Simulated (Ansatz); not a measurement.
The system is Au.

```
Au
1.0
    -1.65727    1.65727    1.65727
     1.65727   -1.65727    1.65727
     1.65727    1.65727   -1.65727
Au
1
Direct
  0.00000 0.00000 0.00000
```

This isn't the form of Au at room conditions, which is fcc.

* Program: Ansatz 0.2.0
* Task: relaxation of cell and atoms
* Functional: PBEsol
* Potentials or basis: Ansatz PAW
* Cutoff: 420 eV (not typed: the program's choice for these potentials)
* k mesh: 11 × 11 × 11
* Occupations: fermi-dirac, width 0.05 eV
* Spin: no spin polarisation

At the start: volume 18.21 Å³/atom.

How do energy, volume and symmetry change on relaxing?

It ends after 4 steps and the volume is 17.08 Å³/atom (-6.2 %); space group Im-3m (No. 229, to 0.05 Å).

Step by step:
| step | energy change (eV) | largest force (eV/Å) | volume (Å³) |
| --- | --- | --- | --- |
| 1 | 0.0000 | 0.0000 | 18.21 |
| 2 | -0.0321 | 0.0000 | 17.31 |
| 3 | -0.0337 | 0.0000 | 17.08 |
| 4 | -0.0334 | 0.0000 | 17.08 |

Final structure:
```xyz
1
Lattice="-1.6225 1.6225 1.6225 1.6225 -1.6225 1.6225 1.6225 1.6225 -1.6225" Properties=species:S:1:pos:R:3 pbc="T T T"
Au    0.0000    0.0000    0.0000
```

Caveat: the plane-wave basis is chosen anew once the cell has moved, so the energies of steps on either side of that aren't comparable; the PAW data sets come from PBE, with cores solved anew for the run's functional, which leaves a small shift of forces and pressure.
